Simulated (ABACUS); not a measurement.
The system is PtS2.

```xyz
3
Lattice="3.5432 0.0000 0.0000 -1.7716 3.0685 0.0000 0.0000 0.0000 5.0388" Properties=species:S:1:pos:R:3 pbc="T T T"
Pt    0.0000    0.0000    0.0000
S     1.7716    1.0228    3.8950
S     0.0000    2.0457    1.1438
```

- Program: ABACUS 3.10.1
- Task: single point
- Functional: PBE
- Potentials or basis: PseudoDojo NC SR 0.4.1 PBE standard
- Cutoff: 1143 eV
- Density cutoff: 4572 eV
- Basis: plane waves
- k mesh: 9 × 9 × 5
- Occupations: fermi-dirac, width 0.05 eV
- Spin: no spin polarisation

On this cell: pressure 11.4 GPa; largest force 1.241 eV/Å; band gap on the k mesh 1.01 eV, indirect (least direct gap 1.06 eV).

The same run follows on a disturbed copy (atoms moved at random, drawn with an rms of 0.05 Å):

```
CELL_PARAMETERS angstrom
3.54320 0.00000 0.00000
-1.77160 3.06850 0.00000
0.00000 0.00000 5.03880
ATOMIC_POSITIONS crystal
Pt 0.99943 0.99349 0.01005
S 0.66718 0.33107 0.77169
S 0.33506 0.67148 0.23435
```

What changes?

The energy moves by -8.7 meV/atom; pressure 9.6 GPa; largest force 1.375 eV/Å; band gap on the k mesh 0.89 eV, indirect (least direct gap 1.02 eV).

Forces on the atoms (eV/Å):
```
Pt  -0.167  0.475 -0.734
S    0.020 -0.089 -0.578
S    0.146 -0.386  1.312
```

Stress tensor (GPa, compression positive):
```
10.76 -0.24  0.39
-0.24  9.60 -0.90
 0.39 -0.90  8.50
```

Caveats: spin-orbit coupling is left out, which moves the levels of the heavy elements; an odd mesh through Γ misses points on the zone boundary, where band edges often lie; forces of over 1 eV/Å show positions far from the minimum, so gaps and moduli don't describe the material at rest (some runs).
